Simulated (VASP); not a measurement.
# Be (Im-3m) in VASP: equation of state

How stiff is Be in PBE, and what volume does it want? The cell is scaled to several volumes.

All numbers are computed with VASP 6.6.1; they aren't measurements. Logs are shortened: lines on timing, memory, paths and dates and some standing lists are left out, and cuts for length are marked.

## 1. The crystal as given

It takes space group Im-3m (No. 229, cubic). The conventional cell has a = 2.506 Å, b = 2.506 Å, c = 2.506 Å, α = 90.00°, β = 90.00°, γ = 90.00°. Be (site symmetry m-3m) has 8 Be at 2.17 Å as nearest neighbours.

This isn't the form of Be at room conditions, which is hcp.

## 2. Equation of state, PBE, 7.40 Å³/atom (volume scaled by 0.94)

INCAR

```
SYSTEM = Be
PREC = Accurate
ENCUT = 520
EDIFF = 1E-7
ISMEAR = -1
SIGMA = 0.05
LREAL = .False.
LASPH = .True.
NELM = 100
ALGO = Normal
ISIF = 2
LWAVE = .False.
LCHARG = .False.
GGA = PE
NBANDS = 7
```

KPOINTS

```
regular mesh
0
Gamma
  15 15 15
  0 0 0
```

POSCAR

```
Be
1.0
   -1.2275398764      1.2275398764      1.2275398764
    1.2275398764     -1.2275398764      1.2275398764
    1.2275398764      1.2275398764     -1.2275398764
Be
1
Direct
    0.0000000000      0.0000000000      0.0000000000
```

Potentials or basis: VASP PAW PBE potentials, release 64 (Be).

Launch:

```
cat potpaw_PBE.64/Be/POTCAR > POTCAR
mpirun -np 1 vasp_std > vasp.out
```

OUTCAR:

```text
SYSTEM = Be
   PREC = Accurate
   ENCUT = 520
   EDIFF = 1E-7
   ISMEAR = -1
   LREAL = .False.
   LASPH = .True.
   NELM = 100
   ISIF = 2
   GGA = PE

 ion  position               nearest neighbor table
   1  0.000  0.000  0.000-

  LATTYP: Found a body centered cubic cell.
 ALAT       =     2.4550797528

  Lattice vectors:

 A1 = (  -1.2275398764,   1.2275398764,   1.2275398764)
 A2 = (   1.2275398764,  -1.2275398764,   1.2275398764)
 A3 = (   1.2275398764,   1.2275398764,  -1.2275398764)

Analysis of symmetry for initial positions (statically):
=====================================================================
 Subroutine PRICEL returns:
 Original cell was already a primitive cell.

 Routine SETGRP: Setting up the symmetry group for a
 body centered cubic supercell.

 Subroutine GETGRP returns: Found 48 space group operations
 (whereof 48 operations were pure point group operations)
 out of a pool of 48 trial point group operations.

The static configuration has the point symmetry O_h .

Analysis of symmetry for dynamics (positions and initial velocities):
=====================================================================
 Subroutine PRICEL returns:
 Original cell was already a primitive cell.

 Routine SETGRP: Setting up the symmetry group for a
 body centered cubic supercell.

 Subroutine GETGRP returns: Found 48 space group operations
 (whereof 48 operations were pure point group operations)
 out of a pool of 48 trial point group operations.

The dynamic configuration has the point symmetry O_h .

 Subroutine INISYM returns: Found 48 space group operations
 (whereof 48 operations are pure point group operations),
 and found     1 'primitive' translations

----------------------------------------------------------------------------------------

                                     Primitive cell

  volume of cell :       7.3989

  direct lattice vectors                    reciprocal lattice vectors
    -1.227539876  1.227539876  1.227539876     0.000000000  0.407318743  0.407318743
     1.227539876 -1.227539876  1.227539876     0.407318743  0.000000000  0.407318743
     1.227539876  1.227539876 -1.227539876     0.407318743  0.407318743  0.000000000

  length of vectors
     2.126161434  2.126161434  2.126161434     0.576035691  0.576035691  0.576035691

  position of ions in fractional coordinates (direct lattice)
     0.000000000  0.000000000  0.000000000

  ion indices of the primitive-cell ions
   primitive index   ion index
                 1           1

----------------------------------------------------------------------------------------

 KPOINTS: regular mesh

Automatic generation of k-mesh.
 Grid dimensions read from file:
 generate k-points for:   15   15   15

 Generating k-lattice:

  Cartesian coordinates                     Fractional coordinates (reciprocal lattice)
     0.000000000  0.027154583  0.027154583     0.066666667  0.000000000  0.000000000
     0.027154583  0.000000000  0.027154583     0.000000000  0.066666667  0.000000000
     0.027154583  0.027154583  0.000000000     0.000000000  0.000000000  0.066666667

  Length of vectors
     0.038402379  0.038402379  0.038402379

  Shift w.r.t. Gamma in fractional coordinates (k-lattice)
     0.000000000  0.000000000  0.000000000

 Subroutine IBZKPT returns following result:
 ===========================================

 Found    120 irreducible k-points:

 Following reciprocal coordinates:
            Coordinates               Weight
  0.000000  0.000000  0.000000      1.000000
  0.066667  0.000000  0.000000     12.000000
  0.133333  0.000000  0.000000     12.000000
  0.200000  0.000000  0.000000     12.000000
  0.266667  0.000000  0.000000     12.000000
  0.333333  0.000000  0.000000     12.000000
[... 42 lines left out ...]
 -0.200000  0.266667  0.066667     48.000000
 -0.333333  0.333333  0.066667     24.000000
 [... further k-points ...]
   k-points           NKPTS =    120   k-points in BZ     NKDIM =    120   number of bands    NBANDS=      7
   number of dos      NEDOS =    301   number of ions     NIONS =      1
   total plane-waves  NPLWV =   4096
   dimension x,y,z NGX =    16 NGY =   16 NGZ =   16
   dimension x,y,z NGXF=    32 NGYF=   32 NGZF=   32
   ions per type =               1
   NGX,Y,Z   is equivalent  to a cutoff of  12.51, 12.51, 12.51 a.u.
   NGXF,Y,Z  is equivalent  to a cutoff of  25.02, 25.02, 25.02 a.u.
 SYSTEM =  Be
   PREC   = accura    normal or accurate (medium, high low for compatibility)
   ISTART =      0    job   : 0-new  1-cont  2-samecut
   ICHARG =      2    charge: 1-file 2-atom 10-const
   ISPIN  =      1    spin polarized calculation?
   LNONCOLLINEAR =      F non collinear calculations
   LSORBIT =      F    spin-orbit coupling
   LASPH  =      T    aspherical Exc in radial PAW
   ENCUT  =  520.0 eV  38.22 Ry    6.18 a.u.   3.95  3.95  3.95*2*pi/ulx,y,z
   NELM   =    100;   NELMIN=  2; NELMDL= -5     # of ELM steps
   EDIFF  = 0.1E-06   stopping-criterion for ELM
   LREAL  =      F    real-space projection
   EDIFFG = 0.1E-05   stopping-criterion for IOM
   NSW    =      0    number of steps for IOM
   IBRION =     -1    ionic relax: 0-MD 1-quasi-New 2-CG
   NFREE  =      0    steps in history (QN), initial steepest desc. (CG)
   ISIF   =      2    stress and relaxation
   ISYM   =      2    0-nonsym 1-usesym 2-fastsym
   POTIM  = 0.5000    time-step for ionic-motion
   TEBEG  =    0.0;   TEEND  =   0.0 temperature during run
   PSTRESS=    0.0 pullay stress
   NELECT =       2.0000    total number of electrons
   NUPDOWN=      -1.0000    fix difference up-down
   EMIN   =  10.00;   EMAX   =-10.00  energy-range for DOS
   EFERMI =   0.00;   METHOD = LEGACY
   ISMEAR =    -1;   SIGMA  =   0.05  broadening in eV -4-tet -1-fermi 0-gaus
   EFERMI_NEDOS =   21; number of points for ismear=-14 and -15
   IALGO  =     38    algorithm
   IMIX   =      4    mixing-type and parameters
     AMIX     =   0.40;   BMIX     =  1.00
     AMIX_MAG =   1.60;   BMIX_MAG =  1.00
  volume/ion in A,a.u.               =       7.40        49.93
  Fermi-wavevector in a.u.,A,eV,Ry     =   1.058512  2.000298 15.244623  1.120448
  Thomas-Fermi vector in A             =   2.193824
   LORBIT       =      0    0 simple, 1 ext, 2 COOP (PROOUT), +10 PAW based schemes
   GGA     = PE    functional components
   LHFCALC =     F    Hartree Fock is set to
   AEXX    =    0.0000 exact exchange contribution
   IVDW    =     0    specifies the selected vdW correction
   LEPSILON=     F    determine dielectric tensor
   LRPA    =     F    only Hartree local field effects (RPA)
 non-spin polarized calculation
  energy-cutoff  :      520.00
  volume of cell :        7.40
 maximum number of plane-waves:       212
   NGX =  7   NGY =  7   NGZ =  7

 number of electron       2.0000000 magnetization

 Free energy of the ion-electron system (eV)
  ---------------------------------------------------
  ext. energy  EPLUGINS =         0.00000000
  ---------------------------------------------------
  free energy    TOTEN  =        -3.65566777 eV

  energy without entropy =       -3.65463191  energy(sigma->0) =       -3.65514984

 E-fermi :   8.3633     XC(G=0): -10.8321

 val. band max:        8.3490335584   @ k =   0.2667   0.2667   0.2000
 cond. band min:       8.4751161998   @ k =  -0.4000  -0.4000   0.1333
 fundamental gap:      0.1260826414
 Fermi energy:         8.3632929200

 k-point     1 :       0.0000    0.0000    0.0000
  band No.  band energies     occupation
      1      -4.1380      2.00000
      2      28.8190      0.00000
      3      28.8190      0.00000
      4      28.8190      0.00000
      5      40.4146      0.00000
      6      40.4146      0.00000
      7      40.4146      0.00000

 k-point     2 :       0.0667    0.0000    0.0000
  band No.  band energies     occupation
      1      -3.9785      2.00000
      2      27.9989      0.00000
      3      28.1654      0.00000
      4      28.6223      0.00000
      5      38.3697      0.00000
      6      38.6412      0.00000
      7      41.4960      0.00000

 k-point     3 :       0.1333    0.0000    0.0000
  band No.  band energies     occupation
      1      -3.4997      2.00000
      2      25.5220      0.00000
      3      26.7063      0.00000
      4      28.0609      0.00000
      5      36.0476      0.00000
      6      36.1900      0.00000
      7      40.6735      0.00000

 k-point     4 :       0.2000    0.0000    0.0000
  band No.  band energies     occupation
      1      -2.7019      2.00000
      2      21.9690      0.00000
      3      25.1039      0.00000
      4      27.2468      0.00000
      5      34.0463      0.00000
      6      35.1071      0.00000
      7      40.6614      0.00000

 k-point     5 :       0.2667    0.0000    0.0000
  band No.  band energies     occupation
      1      -1.5908      2.00000
      2      18.1777      0.00000
      3      23.6745      0.00000
      4      26.3599      0.00000
      5      32.3079      0.00000
      6      34.9691      0.00000
      7      41.4179      0.00000

 k-point     6 :       0.3333    0.0000    0.0000
  band No.  band energies     occupation
      1      -0.1925      2.00000
      2      14.6012      0.00000
      3      22.5464      0.00000
      4      25.5696      0.00000
      5      30.9969      0.00000
      6      35.2358      0.00000
      7      42.7634      0.00000

 k-point     7 :       0.4000    0.0000    0.0000
  band No.  band energies     occupation
      1       1.3943      2.00000
      2      11.5075      0.00000
      3      21.7745      0.00000
      4      24.9906      0.00000
      5      30.1205      0.00000
      6      35.6454      0.00000
      7      44.4624      0.00000
[... 281 lines left out ...]
 k-point    36 :       0.2000    0.1333    0.0667
  band No.  band energies     occupation
      1      -0.1515      2.00000
      2      16.5022      0.00000
      3      19.7040      0.00000
      4      21.8569      0.00000
      5      36.9298      0.00000
      6      37.4690      0.00000
      7      44.4282      0.00000

 k-point    37 :       0.2667    0.1333    0.0667
  band No.  band energies     occupation
      1       1.4000      2.00000
      2      13.1617      0.00000
      3      18.7271      0.00000
      4      21.1258      0.00000
      5      37.0186      0.00000
      6      38.2523      0.00000
      7      45.4936      0.00000

 k-point    38 :       0.3333    0.1333    0.0667
  band No.  band energies     occupation
      1       3.0671      2.00000
      2      10.3779      0.00000
      3      18.1441      0.00000
      4      20.6790      0.00000
      5      36.9321      0.00000
      6      38.9228      0.00000
      7      46.9139      0.00000

 k-point    39 :       0.4000    0.1333    0.0667
  band No.  band energies     occupation
      1       4.0328      2.00000
      2       9.0347      0.00000
      3      17.9493      0.00000
      4      20.5288      0.00000
      5      36.8797      0.00000
      6      39.2060      0.00000
      7      47.9266      0.00000

 k-point    40 :      -0.1333    0.1333    0.0667
  band No.  band energies     occupation
      1      -3.3384      2.00000
      2      25.3098      0.00000
      3      25.9148      0.00000
      4      27.8428      0.00000
      5      34.7305      0.00000
      6      37.2872      0.00000
      7      39.1329      0.00000

 [... further k-points ...]

------------------------ aborting loop because EDIFF is reached ----------------------------------------

  FORCE on cell =-STRESS in cart. coord.  units (eV):
  Direction    XX          YY          ZZ          XY          YZ          ZX
  --------------------------------------------------------------------------------------
  -------------------------------------------------------------------------------------
  Total        0.3549175      0.3549175      0.3549175      0.0000000      0.0000000     -0.0000000
  in kB       76.8548399     76.8548399     76.8548399      0.0000000      0.0000000     -0.0000000
  external PRESSURE =      76.8548399 kB  Pullay stress =       0.0000000 kB

 VOLUME and BASIS-vectors are now :
 -----------------------------------------------------------------------------
  energy-cutoff  :      520.00
  volume of cell :        7.40
      direct lattice vectors                 reciprocal lattice vectors
    -1.227539876  1.227539876  1.227539876     0.000000000  0.407318743  0.407318743
     1.227539876 -1.227539876  1.227539876     0.407318743  0.000000000  0.407318743
     1.227539876  1.227539876 -1.227539876     0.407318743  0.407318743  0.000000000

 POSITION                                       TOTAL-FORCE (eV/Angst)
 -----------------------------------------------------------------------------------
      0.00000      0.00000      0.00000        -0.000000      0.000000      0.000000
 -----------------------------------------------------------------------------------
    total drift:                                0.000000      0.000000      0.000000

  FREE ENERGIE OF THE ION-ELECTRON SYSTEM (eV)
  ---------------------------------------------------
  free  energy   TOTEN  =        -3.6556677725 eV

  energy  without entropy=       -3.6546319082  energy(sigma->0) =       -3.65514984
```

It took 3.7 s on 1 thread of Intel Xeon Platinum 8375C at 2.90GHz (Ice Lake), shared host; peak memory 0.11 GiB.

What came out:

```yaml
Free_energy: -3.6557 eV
Pressure: 7.7 GPa
Band_gap_on_the_k_mesh: none (metal or under the smearing width)
```

## 3. Equation of state, PBE, 7.56 Å³/atom (volume scaled by 0.96)

INCAR

```
ALGO = Normal
EDIFF = 1E-7
ENCUT = 520
GGA = PE
ISIF = 2
ISMEAR = -1
LASPH = True
LCHARG = False
LREAL = False
LWAVE = False
NBANDS = 7
NELM = 80
PREC = Accurate
SIGMA = 0.05
```

KPOINTS

```
k-points
0
Gamma
  15 15 15
```

POSCAR

```
Be
1.0
   -1.2361848083      1.2361848083      1.2361848083
    1.2361848083     -1.2361848083      1.2361848083
    1.2361848083      1.2361848083     -1.2361848083
Be
1
Direct
    0.0000000000      0.0000000000      0.0000000000
```

Potentials or basis: VASP PAW PBE potentials, release 64 (Be).

Launch:

```
cat potpaw_PBE.64/Be/POTCAR > POTCAR
mpirun -np 1 vasp_std > vasp.out
```

Run time: 3.2 s. Hardware: 1 thread of Intel Xeon Platinum 8375C at 2.90GHz (Ice Lake), shared host; peak memory 0.11 GiB.

It converged, with:

```
Free energy            : -3.6617 eV
Pressure               : 4.6 GPa
Band gap on the k mesh : none (metal or under the smearing width)
```

## 4. Equation of state, PBE, 7.71 Å³/atom (volume scaled by 0.98)

INCAR

```
PREC = Accurate
ENCUT = 520
EDIFF = 1E-7
ISMEAR = -1
SIGMA = 0.05
LREAL = False
LASPH = True
NELM = 80
ALGO = Normal
ISIF = 2
LWAVE = False
LCHARG = False
GGA = PE
NBANDS = 7
```

KPOINTS

```
Automatic mesh
0
Gamma
  15 15 15
```

POSCAR

```
Be
1.0
   -1.2447104902      1.2447104902      1.2447104902
    1.2447104902     -1.2447104902      1.2447104902
    1.2447104902      1.2447104902     -1.2447104902
Be
1
Direct
    0.0000000000      0.0000000000      0.0000000000
```

Launch:

```
cat potpaw_PBE.64/Be/POTCAR > POTCAR
mpirun -np 1 vasp_std > vasp.out
```

Wall time 2.8 s (1 thread of Intel Xeon Platinum 8375C at 2.90GHz (Ice Lake), shared host); peak memory 0.11 GiB.

The run converged. Its results:

```yaml
Free_energy: -3.6649 eV
Pressure: 1.9 GPa
Band_gap_on_the_k_mesh: none (metal or under the smearing width)
```

## 5. Equation of state, PBE, 8.03 Å³/atom (volume scaled by 1.02)

INCAR

```
ALGO = Normal
EDIFF = 1E-7
ENCUT = 520
GGA = PE
ISIF = 2
ISMEAR = -1
LASPH = T
LCHARG = F
LREAL = F
LWAVE = F
NBANDS = 7
NELM = 100
PREC = Accurate
SIGMA = 0.05
```

KPOINTS

```
k-points
0
Gamma
  15 15 15
```

POSCAR

```
Be
1.0
   -1.2614200074      1.2614200074      1.2614200074
    1.2614200074     -1.2614200074      1.2614200074
    1.2614200074      1.2614200074     -1.2614200074
Be
1
Direct
    0.0000000000      0.0000000000      0.0000000000
```

Launch:

```
cat potpaw_PBE.64/Be/POTCAR > POTCAR
mpirun -np 1 vasp_std > vasp.out
```

Run time: 3.2 s. Hardware: 1 thread of Intel Xeon Platinum 8375C at 2.90GHz (Ice Lake), shared host; peak memory 0.1 GiB.

It converged, with:

| Quantity | Value |
| --- | --- |
| Free energy | -3.6636 eV |
| Pressure | -3.0 GPa |
| Band gap on the k mesh | none (metal or under the smearing width) |

## 6. Equation of state, PBE, 8.19 Å³/atom (volume scaled by 1.04)

INCAR

```
PREC = Accurate
ENCUT = 520
EDIFF = 1E-7
ISMEAR = -1
SIGMA = 0.05
LREAL = F
LASPH = T
NELM = 100
ALGO = Normal
ISIF = 2
LWAVE = F
LCHARG = F
GGA = PE
NBANDS = 7
```

KPOINTS

```
regular mesh
0
Gamma
  15 15 15
```

POSCAR

```
Be
1.0
   -1.2696112759      1.2696112759      1.2696112759
    1.2696112759     -1.2696112759      1.2696112759
    1.2696112759      1.2696112759     -1.2696112759
Be
1
Direct
    0.0000000000      0.0000000000      0.0000000000
```

Potentials or basis: VASP PAW PBE potentials, release 64 (Be).

Launch:

```
cat potpaw_PBE.64/Be/POTCAR > POTCAR
mpirun -np 1 vasp_std > vasp.out
```

Wall time 4 s (1 thread of Intel Xeon Platinum 8375C at 2.90GHz (Ice Lake), shared host); peak memory 0.1 GiB.

Results (log left out):

* Free energy: -3.6596 eV
* Pressure: -5.2 GPa
* Band gap on the k mesh: none (metal or under the smearing width)

## 7. Equation of state, PBE, 8.34 Å³/atom (volume scaled by 1.06)

INCAR

```
ALGO     = Normal         # electronic algorithm
EDIFF    = 1E-7           # SCF threshold, eV
ENCUT    = 520            # plane-wave cutoff, eV
GGA      = PE             # functional
ISIF     = 2              # what is computed and relaxed
ISMEAR   = -1             # smearing method
LASPH    = T              # aspherical terms in the spheres
LCHARG   = F              # write CHGCAR
LREAL    = F              # projectors in reciprocal space
LWAVE    = F              # write WAVECAR
NBANDS   = 7              # bands
NELM     = 60             # most SCF steps
PREC     = Accurate       # precision mode
SIGMA    = 0.05           # smearing width, eV
```

KPOINTS

```
k-points
0
Gamma
  15 15 15
```

POSCAR

```
Be
1.0
   -1.2776981900      1.2776981900      1.2776981900
    1.2776981900     -1.2776981900      1.2776981900
    1.2776981900      1.2776981900     -1.2776981900
Be
1
Direct
    0.0000000000      0.0000000000      0.0000000000
```

Launch:

```
cat potpaw_PBE.64/Be/POTCAR > POTCAR
mpirun -np 1 vasp_std > vasp.out
```

Wall time 5.3 s (1 thread of Intel Xeon Platinum 8375C at 2.90GHz (Ice Lake), shared host); peak memory 0.1 GiB.

Results (log left out):

- Free energy: -3.6535 eV
- Pressure: -7.1 GPa
- Band gap on the k mesh: none (metal or under the smearing width)

## 8. Equation of state, PBE

Potentials or basis: VASP PAW PBE potentials, release 64 (Be).

This step only gathers the single runs of the series.

Results:

```
Equilibrium volume                      : 7.83 Å³/atom
Bulk modulus                            : 124 GPa
Pressure derivative of the bulk modulus : 3.3
```

Energy against volume, from the lowest point:
| volume (Å³/atom) | energy (meV/atom) |
| --- | --- |
| 7.399 | 9.78 |
| 7.556 | 3.74 |
| 7.714 | 0.56 |
| 7.871 | 0.00 |
| 8.029 | 1.83 |
| 8.186 | 5.87 |
| 8.343 | 11.92 |
